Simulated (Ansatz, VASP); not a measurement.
## HfO2: VASP beside Ansatz

INCAR

```
SYSTEM = HfO2
PREC = Accurate
ENCUT = 520
EDIFF = 1E-6
ISMEAR = 0
SIGMA = 0.01
LREAL = .False.
LASPH = .True.
NELM = 150
ALGO = Normal
ISIF = 2
LWAVE = .False.
LCHARG = .False.
LNONCOLLINEAR = .True.
MAGMOM = 0 0 0 0 0 0 0 0 0
LORBIT = 11
LSORBIT = .True.
GGA_COMPAT = .False.
LORBMOM = .True.
LMAXMIX = 4
GGA = PS
IVDW = 13
NBANDS = 35
```

Contents of KPOINTS:

```
regular mesh
0
Gamma
  8 8 8
  0 0 0
```

File POSCAR:

```
HfO2
1.0
    0.0000000000      2.5575000000      2.5575000000
    2.5575000000      0.0000000000      2.5575000000
    2.5575000000      2.5575000000      0.0000000000
Hf O
1 2
Direct
    0.0000000000      0.0000000000      0.0000000000
    0.2500000000      0.2500000000      0.2500000000
    0.7500000000      0.7500000000      0.7500000000
```

Input for Ansatz:

```yaml
crystal:
  lattice:
    - [0.0, 2.5575, 2.5575]
    - [2.5575, 0.0, 2.5575]
    - [2.5575, 2.5575, 0.0]
  atoms:
    - { symbol: Hf, position: [0.0, 0.0, 0.0] }
    - { symbol: O, position: [0.25, 0.25, 0.25] }
    - { symbol: O, position: [0.75, 0.75, 0.75] }
kpoints:
  mp_grid:
    grid: [8, 8, 8]
hamiltonian:
  xc: pbesol
  dispersion: d4
magnetization:
  noncollinear: true
  spin_orbit: true
scf:
  occupations:
    method: fixed
output:
  eigenvalues: true
```

Measurements of this composition are mostly on another form, of space group No. 14.

Alike in both runs: task single point; functional PBEsol; dispersion D4; k mesh 8 × 8 × 8; non-collinear spin, spin-orbit coupling.

|  | VASP | Ansatz |
| --- | --- | --- |
| version | VASP 6.6.1 | Ansatz 0.2.0 |
| potentials or method | VASP PAW PBE potentials, release 64 (Hf_pv, O) | plane waves, PAW |
| plane-wave cutoff (eV) | 520 | 420 |
| occupations | gaussian, width 0.01 eV | fixed |
| valence electrons in the cell | 22 | 38 |

```csv
,VASP,Ansatz,Ansatz less VASP
gap on the k mesh at the Fermi level (eV),3.59,3.59,+0.007
net moment per atom (μB),0.00,0.00,0.000
dispersion energy (meV/atom),-107.8,-107.9,-0.08
```

The two sets of potentials don't hold the same shells in valence.
